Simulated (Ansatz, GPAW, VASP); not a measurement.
## Si: 3 runs at one level of theory

```xyz
2
Lattice="0.0000 2.7219 2.7219 2.7219 0.0000 2.7219 2.7219 2.7219 0.0000" Properties=species:S:1:pos:R:3 pbc="T T T"
Si    2.7219    2.7219    2.7219
Si    4.0828    4.0828    4.0828
```

Alike in all runs: task single point; functional PBE; k mesh 8 × 8 × 8; occupations gaussian, width 0.015 eV; no spin polarisation; no spin-orbit coupling. Pressure is positive in compression and, in plane waves, holds the error of the finite cutoff.

| program and potentials | plane-wave cutoff (eV) | notes | band gap (eV) | pressure (GPa) |
| --- | --- | --- | --- | --- |
| GPAW, GPAW PAW data sets (gpaw-data 1.2.1) | 600 | - | 0.62 | 1.61 |
| VASP, PBE PAW files Si, 520 eV | 520 | - | ? | ? |
| Ansatz, all-electron LAPW, scalar-relativistic | - | - | 0.63 | 1.31 |

Task: Estimate from the other rows what the run with VASP, PBE PAW files Si, 520 eV gave.

Result: Band gap 0.63 eV; pressure 1.26 GPa. The other rows, which needn't bracket it: band gap 0.62 to 0.63; pressure 1.31 to 1.61.
